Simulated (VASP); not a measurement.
Runs of VASP 6.6.1 on RbCl. It takes space group Fm-3m (No. 225, cubic). The conventional cell has a = 6.386 Å, b = 6.386 Å, c = 6.386 Å, α = 90.00°, β = 90.00°, γ = 90.00°. Rb (site symmetry m-3m) is surrounded by 6 Cl at 3.19 Å. Cl (site symmetry m-3m) is surrounded by 6 Rb at 3.19 Å. 

```csv
task,level,potentials or basis,cell,gap on the mesh (eV),pressure (GPa)
relaxation of the atoms,LDA,"VASP PAW LDA potentials, release 64 (Rb_sv, Cl)",atoms relaxed from: a relaxed cell with its volume scaled by 1.04,4.71,-0.8
relaxation of the atoms,PBEsol,"VASP PAW PBE potentials, release 64 (Rb_sv, Cl)",atoms relaxed from: a relaxed cell with its volume scaled by 1.04,4.78,-0.6
relaxation of the atoms,PBEsol,"VASP PAW PBE potentials, release 64 (Rb_sv, Cl)",atoms relaxed from: a relaxed cell with its volume scaled by 0.98,4.95,0.4
relaxation of the atoms,PBEsol,"VASP PAW PBE potentials, release 64 (Rb_sv, Cl)",atoms relaxed from: a relaxed cell with its volume scaled by 1.06,4.72,-0.8
relaxation of the atoms,LDA,"VASP PAW LDA potentials, release 64 (Rb_sv, Cl)",atoms relaxed from: a relaxed cell with its volume scaled by 0.94,5.06,1.6
relaxation of the atoms,LDA,"VASP PAW LDA potentials, release 64 (Rb_sv, Cl)",atoms relaxed from: a relaxed cell with its volume scaled by 1.02,4.78,-0.4
relaxation of the atoms,LDA,"VASP PAW LDA potentials, release 64 (Rb_sv, Cl)",atoms relaxed,4.84,0.0
relaxation of the atoms,LDA,"VASP PAW LDA potentials, release 64 (Rb_sv, Cl)",atoms relaxed from: a relaxed cell with its volume scaled by 0.96,(b),1.0
relaxation of the atoms,PBEsol,"VASP PAW PBE potentials, release 64 (Rb_sv, Cl)",atoms relaxed from: a relaxed cell with its volume scaled by 0.94,(a),1.2
relaxation of the atoms,LDA,"VASP PAW LDA potentials, release 64 (Rb_sv, Cl)",atoms relaxed from: a relaxed cell with its volume scaled by 0.98,(c),0.4
relaxation of cell and atoms,LDA,"VASP PAW LDA potentials, release 64 (Rb_sv, Cl)",relaxed,4.84,0.0
relaxation of cell and atoms,PBEsol,"VASP PAW PBE potentials, release 64 (Rb_sv, Cl)",relaxed,4.89,0.0
```

Alike in all rows: no spin polarisation; k mesh 8 × 8 × 8; cutoff (eV) 600; smearing gaussian 0.03 eV.

Task: Fill in the values left out.

Result: (a) 5.08; (b) 4.98; (c) 4.91.

Caveats: the relaxation stopped at its first step, so nothing moved (some runs); the PAW data sets were made with another functional, which shifts forces and pressure a little (some runs).

A k mesh can miss the band edges, and the runs leave out spin-orbit coupling on Rb.
